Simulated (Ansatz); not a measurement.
# Computed properties of BN

```
B N
1.0
     2.50399    0.00000    0.00000
    -1.25200    2.16852    0.00000
     0.00000    0.00000    6.66120
B N
2 2
Direct
  0.33333 0.66667 0.25000
  0.66667 0.33333 0.75000
  0.33333 0.66667 0.75000
  0.66667 0.33333 0.25000
```

Atom numbers follow the list: B1, B2, N3, N4.

The cell is COD entry 9008997, as deposited and not checked against the literature; nothing was relaxed.

All numbers are computed: DFT, PBE, all-electron LAPW, scalar-relativistic (Ansatz 0.2.0); DFT, PBE, PAW with Ansatz's default frozen-core files, scalar-relativistic (Ansatz 0.2.0); DFT, PBE, all-electron PAW with datasets made for the crystal, scalar-relativistic (Ansatz 0.2.0).

For LAPW: a Γ-centred 11×11×4 k mesh, Fermi–Dirac smearing of 0.02 eV, basis error target 1 meV/atom, no spin polarisation. PAW takes a cutoff of 420 eV at this cell. The crystal-made all-electron datasets (AE datasets) take a cutoff of 580 eV at this cell. The Ansatz runs share mesh, smearing and spin set-up. Values come from LAPW unless marked.

```json
{"Bader charges (from the PAW run)": "B1 +2.22, N3 -2.22 e", "Volume per atom": "61.0 bohr³"}
```

**Question.** Give the computed value. Pressure at this cell.

**Answer.** 3.29 GPa.

**Question.** Predict this quantity. Löwdin charges (with 0.11 e of the cell spilling out of the atomic basis, so their sizes and signs hang on that basis).

**Answer.** B1 0.44, N3 -0.38 e.

**Question.** Give the computed value. Smallest direct gap on the path.

**Answer.** 4.64 eV.

**Question.** Predict this quantity. Stress xx, yy, zz (compression positive).

**Answer.** 3.50, 3.50, 2.86 GPa.

**Question.** Give the computed value. Band gap.

**Answer.** 4.25 eV, indirect from the line M (0.5, 0, 0)–K (0.333, 0.333, 0) to M (0.5, 0, 0).

**Question.** Field gradients Vzz (crystal-made datasets): what does the calculation give?

**Answer.** B1 2.90 (η = 0.00), N3 -0.16 (η = 0.00) in 10²¹ V/m².
